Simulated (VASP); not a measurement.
Runs of VASP 6.6.1 on CdS. The structure is cubic, space group F-43m (No. 216). Conventional cell: a = 5.886 Å, b = 5.886 Å, c = 5.886 Å, α = 90.00°, β = 90.00°, γ = 90.00°. Cd (site symmetry -43m) is surrounded by 4 S at 2.55 Å. S (site symmetry -43m) has 4 Cd at 2.55 Å as nearest neighbours. The cell is a database's computed one.

```csv
task,level,potentials or basis,cell,k mesh,cutoff (eV),mesh quality,gap on the mesh (eV),pressure (GPa),relaxed volume (Å³/atom)
single point,PBEsol,"VASP PAW PBE potentials, release 64 (Cd, S)",as given,8 × 8 × 8,520,not flagged,(c),-1.5,-
relaxation of cell and atoms,LDA,"VASP PAW LDA potentials, release 64 (Cd, S)",relaxed,8 × 8 × 8,600,not flagged,0.96,0.0,24.03
relaxation of cell and atoms,PBEsol,"VASP PAW PBE potentials, release 64 (Cd, S)",relaxed,8 × 8 × 8,600,not flagged,(b),0.0,24.84
relaxation of cell and atoms,RPBE,"VASP PAW PBE potentials, release 64 (Cd, S)",relaxed,8 × 8 × 8,600,not flagged,1.13,0.0,27.21
relaxation of cell and atoms,PBEsol,"VASP PAW PBE potentials, release 64 (Cd, S)",relaxed,4 × 4 × 4,600,coarse,(a),0.0,24.91
```

Alike in all rows: no spin polarisation; smearing gaussian 0.02 eV.

Estimate the missing entries.

(a) 0.99; (b) 1.01; (c) 0.95.

Caveats: some runs use coarse meshes; the PAW data sets were made with another functional, which shifts forces and pressure a little (some runs).

A k mesh can miss the band edges, and the runs leave out spin-orbit coupling on Cd.

Not every run made on this cell is shown here.
